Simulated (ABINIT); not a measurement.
Crystal: Te2Pt (Moncheite).

```
CELL_PARAMETERS angstrom
4.01000 0.00000 0.00000
-2.00500 3.47276 0.00000
0.00000 0.00000 5.20100
ATOMIC_POSITIONS crystal
Pt 0.00000 0.00000 0.00000
Te 0.66667 0.33333 0.75000
Te 0.33333 0.66667 0.25000
```

Program: ABINIT 10.8.3 (patched build). Alike in all runs: no spin polarisation; cell as given; smearing fermi-dirac 0.05 eV.

Question: Order these runs on this cell by their pressure, lowest first.
A. level rPW86PBE; potentials or basis JTH PAW PBE v2.0; k mesh 8 × 8 × 5; cutoff (eV) 435; fine-grid cutoff 870.764 eV
B. level PBEsol; potentials or basis JTH PAW PBE v2.0; k mesh 6 × 6 × 4; cutoff (eV) 435; fine-grid cutoff 870.764 eV
C. level LDA; potentials or basis JTH PAW LDA v2.0; k mesh 8 × 8 × 5; cutoff (eV) 544; fine-grid cutoff 1088.46 eV
D. level revPBE; potentials or basis JTH PAW PBE v2.0; k mesh 8 × 8 × 5; cutoff (eV) 435; fine-grid cutoff 870.764 eV
E. level r2SCAN; potentials or basis JTH PAW PBE v2.0; k mesh 6 × 6 × 4; cutoff (eV) 517; fine-grid cutoff 1034.03 eV

Answer: C (3.1 GPa), B (5.5 GPa), E (8.1 GPa), D (11.4 GPa), A (16.5 GPa).

Caveats: the PAW data sets were made with another functional, which shifts forces and pressure a little (some runs); so large a pressure means that the cell lies far from this level's equilibrium, or that cutoff or potentials fall short (some runs); the potentials were made for another functional, which shifts forces and pressure (some runs).

Runs at the PBE level aren't shown here.
